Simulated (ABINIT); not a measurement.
# HfC (Fm-3m) in ABINIT: a series of runs, part 2 of 2

ABINIT 10.8.3 (patched build). Earlier steps stand in the parts before.

## Step 3: Band structure, LDA

run.abi

```
ndtset 2

pp_dirpath "./"
pseudos "Hf.LDA_PW-JTH.xml, C.LDA_PW-JTH.xml"

acell 3.2880465325 3.2880465325 3.2880465325 Angstrom
rprim
     0.0000000000     0.7071067812     0.7071067812
     0.7071067812     0.0000000000     0.7071067812
     0.7071067812     0.7071067812     0.0000000000
ntypat 2
znucl 72 6
natom 2
typat 1 2
xred
     0.5000000000     0.5000000000     0.5000000000
     0.0000000000     0.0000000000     0.0000000000

ecut 20.0
pawecutdg 40.0

ixc 7

occopt 3
tsmear 0.05 eV

nstep 100

iomode 3
prtwf 0
prteig 0
prtebands 0
enunit 1
prtden1 1

kptopt1 1
ngkpt1 10 10 10
nshiftk1 1
shiftk1 0.0 0.0 0.0
nband1 12
tolvrs1 1.0e-9

iscf2 -2
getden2 1
nband2 16
nbdbuf2 2
tolwfr2 1.0e-12
kptopt2 -9
ndivsm2 8
prteig2 1
kptbounds2
     0.0000000000     0.0000000000     0.0000000000
     0.5000000000     0.0000000000     0.5000000000
     0.5000000000     0.2500000000     0.7500000000
     0.3750000000     0.3750000000     0.7500000000
     0.0000000000     0.0000000000     0.0000000000
     0.5000000000     0.5000000000     0.5000000000
     0.6250000000     0.2500000000     0.6250000000
     0.5000000000     0.2500000000     0.7500000000
     0.5000000000     0.5000000000     0.5000000000
     0.3750000000     0.3750000000     0.7500000000
```

Potentials or basis: JTH PAW LDA v2.0.

Started as:

```bash
abinit run.abi > log 2>&1
```

run.abo:

```text
.Version 10.8.3 of ABINIT
 DATASET    1 : space group Fm -3 m (#225); Bravais cF (face-center cubic)
================================================================================
 Values of the parameters that define the memory need for DATASET  1.
     intxc =       0    ionmov =       0      iscf =      17    lmnmax =      18
     lnmax =       6     mgfft =      27  mpssoang =       3    mqgrid =    3001
     natom =       2  nloc_mem =       2    nspden =       1   nspinor =       1
    nsppol =       1      nsym =      48    n1xccc =       1    ntypat =       2
    occopt =       3   xclevel =       1
       mpw =         739          nfft =       19683          nkpt =          47
 PAW method is used; the additional fine FFT grid is defined by:
   mgfftf=        36    nfftf =     46656
================================================================================
================================================================================

 DATASET    2 : space group Fm -3 m (#225); Bravais cF (face-center cubic)
================================================================================
 Values of the parameters that define the memory need for DATASET  2.
     intxc =       0    ionmov =       0      iscf =      -2    lmnmax =      18
     lnmax =       6     mgfft =      27  mpssoang =       3    mqgrid =    3001
     natom =       2  nloc_mem =       2    nspden =       1   nspinor =       1
    nsppol =       1      nsym =      48    n1xccc =       1    ntypat =       2
[... 1592 lines left out ...]
 -60.88166  -29.91250  -29.70187  -29.51648   -9.05886   -4.33514   -2.58769   -2.04067
   2.77115    5.42735    5.74409    8.63276    9.62641   11.30507   12.92248   14.82692
 kpt# 136, nband= 16, wtk=  1.00000, kpt=  0.4018  0.4018  0.6964 (reduced coord)
 -60.88055  -29.89000  -29.73479  -29.52682   -9.16595   -4.06770   -2.57553   -1.90506
   2.46864    5.49996    5.87752    8.45354    9.34102   11.49435   12.95939   14.76784
 kpt# 137, nband= 16, wtk=  1.00000, kpt=  0.3929  0.3929  0.7143 (reduced coord)
 -60.87962  -29.87198  -29.76028  -29.53662   -9.26595   -3.81061   -2.56684   -1.76854
   2.17931    5.59087    6.01398    8.31965    9.04218   11.52305   13.04448   14.78197
 kpt# 138, nband= 16, wtk=  1.00000, kpt=  0.3839  0.3839  0.7321 (reduced coord)
 -60.87889  -29.86560  -29.77051  -29.54558   -9.35765   -3.57445   -2.55967   -1.63290
   1.90881    5.69824    6.13483    8.26346    8.73112   11.41430   13.08682   14.93310
 kpt# 139, nband= 16, wtk=  1.00000, kpt=  0.3750  0.3750  0.7500 (reduced coord)
 -60.87844  -29.87420  -29.76172  -29.55346   -9.44042   -3.37100   -2.55094   -1.49969
   1.66168    5.81824    6.22657    8.30531    8.40957   11.21211   13.04472   15.21889

== END DATASET(S) ==============================================================
================================================================================

 -outvars: echo values of variables after computation  --------
            acell      6.2135074357E+00  6.2135074357E+00  6.2135074357E+00 Bohr
           etotal1    -5.6118425987E+01
            fcart1    -0.0000000000E+00 -0.0000000000E+00 -0.0000000000E+00
                      -0.0000000000E+00 -0.0000000000E+00 -0.0000000000E+00
            rprim      0.0000000000E+00  7.0710678120E-01  7.0710678120E-01
                       7.0710678120E-01  0.0000000000E+00  7.0710678120E-01
                       7.0710678120E-01  7.0710678120E-01  0.0000000000E+00
           strten1     4.1664496152E-04  4.1664496152E-04  4.1664496152E-04
                       0.0000000000E+00  0.0000000000E+00  0.0000000000E+00
           xangst      2.3250000000E+00  2.3250000000E+00  2.3250000000E+00
                       0.0000000000E+00  0.0000000000E+00  0.0000000000E+00
             xred      5.0000000000E-01  5.0000000000E-01  5.0000000000E-01
                       0.0000000000E+00  0.0000000000E+00  0.0000000000E+00
 Calculation completed.
```

It took 35 s on 1 thread of Arm Neoverse V2, shared host; peak memory 0.12 GiB.

What came out:

```
Free energy                                           : -1527.0602 eV
Pressure                                              : -12.3 GPa
Band gap on the k mesh                                : none (metal or under the smearing width)
Valence electrons inside the program's atomic spheres : Hf 9.62; C 2.42
```

Levels at the corners of the path, in eV from the Fermi level:
```
point  band 4  band 5  band 6  band 7  band 8  band 9  band 10  band 11  band 12  band 13
    Γ  -29.53  -12.19    1.00    1.00    1.00    1.29     1.29     1.29     3.31     3.31
    X  -29.76  -10.26   -2.56   -1.85   -0.09   -0.09     5.23     6.62     6.62     8.27
    W  -29.78   -9.50   -3.02   -2.70   -2.70    3.60     3.60     6.63     6.96     8.24
    K  -29.71   -9.59   -3.53   -2.70   -1.65    1.51     5.66     6.07     8.15     8.26
    Γ  -29.53  -12.19    1.00    1.00    1.00    1.29     1.29     1.29     3.31     3.31
    L  -29.60   -8.37   -6.17   -3.01   -3.01    5.20     5.20     5.67     6.61    11.31
    U  -29.71   -9.59   -3.53   -2.70   -1.65    1.51     5.66     6.07     8.15     8.26
    W  -29.78   -9.50   -3.02   -2.70   -2.70    3.60     3.60     6.63     6.96     8.24
    L  -29.60   -8.37   -6.17   -3.01   -3.01    5.20     5.20     5.67     6.61    11.31
    K  -29.71   -9.59   -3.53   -2.70   -1.65    1.51     5.66     6.07     8.15     8.26
```

Caveat: spin-orbit coupling is left out, which moves the levels of the heavy elements.

## Step 4: Band structure, PBE

Edit run.abi of step 3 so:

```diff
@@ -1,6 +1,9 @@
+# Datasets: ground state, then fixed potential
 ndtset 2
 
+# Pseudopotentials
 pp_dirpath "./"
-pseudos "Hf.LDA_PW-JTH.xml, C.LDA_PW-JTH.xml"
+pseudos "Hf.upf, C.upf"
 
+# Structure
 acell 3.2880465325 3.2880465325 3.2880465325 Angstrom
@@ -18,12 +21,16 @@
 
-ecut 20.0
-pawecutdg 40.0
+# Plane-wave basis
+ecut 41.0
 
-ixc 7
+# Exchange and correlation
+ixc 11
 
+# Bands and occupations
 occopt 3
-tsmear 0.05 eV
+tsmear 0.00183747
 
+# SCF cycle
 nstep 100
 
+# Output
 iomode 3
@@ -35,2 +42,3 @@
 
+# Dataset 1
 kptopt1 1
@@ -40,4 +48,5 @@
 nband1 12
-tolvrs1 1.0e-9
+tolvrs1 1.0e-10
 
+# Dataset 2: bands along G-X-W-K-G-L-U-W-L-K
 iscf2 -2
@@ -48,3 +57,3 @@
 kptopt2 -9
-ndivsm2 8
+ndivsm2 6
 prteig2 1
```

Potentials or basis: PseudoDojo NC SR PBE v0.5 standard.

Started as:

```bash
abinit run.abi > log 2>&1
```

Wall time 79 s (1 thread of Arm Neoverse V2, shared host); peak memory 0.12 GiB.

The run converged. Its results:

- Free energy: -1700.8594 eV
- Pressure: 0.4 GPa
- Band gap on the k mesh: none (metal or under the smearing width)
- Valence electrons inside the program's atomic spheres: Hf 8.42; C 3.89

Levels at the corners of the path, in eV from the Fermi level:
```
point  band 4  band 5  band 6  band 7  band 8  band 9  band 10  band 11  band 12  band 13
    Γ  -29.58  -12.35    0.98    0.98    0.98    1.36     1.36     1.36     3.36     3.36
    X  -29.81  -10.46   -2.64   -1.80   -0.13   -0.13     5.28     6.72     6.72     8.40
    W  -29.82   -9.71   -3.03   -2.75   -2.75    3.64     3.64     6.73     7.04     8.23
    K  -29.75   -9.80   -3.55   -2.77   -1.68    1.55     5.76     6.14     8.19     8.29
    Γ  -29.58  -12.35    0.98    0.98    0.98    1.36     1.36     1.36     3.36     3.36
    L  -29.65   -8.60   -6.18   -3.03   -3.03    5.29     5.29     5.74     6.53    11.35
    U  -29.75   -9.80   -3.55   -2.77   -1.68    1.55     5.76     6.14     8.19     8.29
    W  -29.82   -9.71   -3.03   -2.75   -2.75    3.64     3.64     6.73     7.04     8.23
    L  -29.65   -8.60   -6.18   -3.03   -3.03    5.29     5.29     5.74     6.53    11.35
    K  -29.75   -9.80   -3.55   -2.77   -1.68    1.55     5.76     6.14     8.19     8.29
```

Caveat: spin-orbit coupling is left out, which moves the levels of the heavy elements.

## Step 5: Overview

```tsv
level	potentials or basis	cutoff (eV)	fine-grid cutoff	gap on the mesh (eV)	pressure (GPa)
SCAN	JTH PAW PBE v2.0	653	1251.72 eV	none	-3.3
LDA	JTH PAW LDA v2.0	544	1088.46 eV	none	-12.3
PBE	PseudoDojo NC SR PBE v0.5 standard	1116	-	none	0.4
```

Alike in all rows: task band structure; no spin polarisation; cell as given; k mesh 10 × 10 × 10; smearing fermi-dirac 0.05 eV.

Caveats: spin-orbit coupling is left out, which moves the levels of the heavy elements; totals of a meta-GGA on PAW files have another zero than those of a GGA (some runs); the PAW data sets were made with another functional, which shifts forces and pressure a little (some runs).

Total energies depend on the potentials used, so only differences within one code and one set of settings carry meaning.
